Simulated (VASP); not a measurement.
Write the native input for VASP 6.6.1 that does the following.

* Task: relaxation of cell and atoms
* Functional: PBEsol
* Dispersion: D3(BJ)
* Potentials or basis: VASP PAW PBE potentials, release 64 (P)
* Cutoff: 520 eV
* k mesh: 6 × 6 × 6
* Occupations: gaussian, width 0.02 eV
* Spin: no spin polarisation
* Target pressure: 6 GPa
* Further INCAR settings: ALGO = Fast; EDIFF = 1e-07; IBRION = 2; EDIFFG = -0.002; NSW = 80; ISIF = 3
* Target pressure: 6 GPa

The structure of P lies in POSCAR:

```
P
1.0
    1.7257251800      0.9963479000      3.1296800100
   -1.7257251800      0.9963479000      3.1296800100
    0.0000000000     -1.9926957900      3.1296800100
P
2
Direct
    0.2270802500      0.2270802500      0.2270802500
    0.7729197500      0.7729197500      0.7729197500
```

This isn't the form of P at room conditions, which is orthorhombic.

The input as run:

INCAR

```
  PREC = Accurate
  ENCUT = 520
  EDIFF = 1E-7
  ISMEAR = 0
  SIGMA = 0.02
  LREAL = False
  LASPH = True
  NELM = 60
  ALGO = Fast
  ISIF = 3
  LWAVE = False
  LCHARG = False
  GGA = PS
  IVDW = 12
  IBRION = 2
  NSW = 80
  EDIFFG = -0.002
  PSTRESS = 60.0
```

KPOINTS

```
Automatic mesh
0
Gamma
  6 6 6
```

Potentials or basis: VASP PAW PBE potentials, release 64 (P).

Command:

```bash
$ cat potpaw_PBE.64/P/POTCAR > POTCAR
$ mpirun -np 1 vasp_std > vasp.out
```

Results of the run:

```yaml
Relaxed_volume: 13.70 Å³/atom
Relaxed_cell: a = 3.435 Å, b = 3.435 Å, c = 3.435 Å, α = 58.08°, β = 58.08°, γ = 58.08°
Space_group_after_relaxing_to_0.05_Å: R-3m (No. 166)
Energy_change_on_relaxing_the_enthalpy_is_what_falls: -18.5 meV/atom
Ionic_steps: 14
Pressure_after_relaxing: 6.0 GPa
Band_gap_on_the_k_mesh: none (metal or under the smearing width)
Dispersion_energy_per_atom: -0.414 eV
```

Caveat: the k mesh is coarse (spacing up to 0.37 Å⁻¹), so the values aren't converged; the cell is relaxed towards a set pressure, so the enthalpy falls and the energy may rise; the volume moved by over 15 % at a fixed basis, so the end points are rough; the PAW data sets were made with another functional, which shifts forces and pressure a little; pairwise dispersion overbinds metals, which lowers pressure and volume.

Wall time 78 s on 1 thread of AMD EPYC 7R13 Processor (Zen 3), with other jobs on the host, peak memory 0.13 GiB.
